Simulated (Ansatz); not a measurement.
LaAlO3 (R-3c, No. 167; start mp-2920; cell taken from a computed entry), treated with HSE06+SOC in Ansatz (PAW).

Settings: plane-wave cutoff 460 eV, 6×6×6 k mesh, Fermi–Dirac smearing 0.01 eV, PAW data made under PBE.

Cell (relaxed with PBEsol):

```xyz
10
Lattice="2.6766 1.5454 4.3495 -2.6766 1.5454 4.3495 0.0000 -3.0907 4.3495" Properties=species:S:1:pos:R:3 pbc="T T T"
La     0.0000     0.0000     3.2622
La     0.0000     0.0000     9.7865
Al     0.0000     0.0000     0.0000
Al     0.0000     0.0000     6.5243
O      1.4344    -0.6062     7.6117
O     -1.4344     0.6062     5.4369
O     -0.1922     1.5454     7.6117
O      0.1922    -1.5454     5.4369
O     -1.2422    -0.9391     7.6117
O      1.2422     0.9391     5.4369
```

Task: Estimate the band gap that the calculation returns.

Result: 
- band gap = 5.51 eV (on the SCF k mesh) (direct)

Note: cell and atoms aren't relaxed at this level (largest force component 0.02 eV/Å, pressure 0.8 GPa); this cell isn't known to be the ambient phase, and symmetry holds it in the calculation.

It cost very roughly 60 core-minutes of CPU time.

A start named mp-… is a Materials Project structure, which need not be a measured phase.

Ansatz is a quantum-chemistry and plane-wave program.
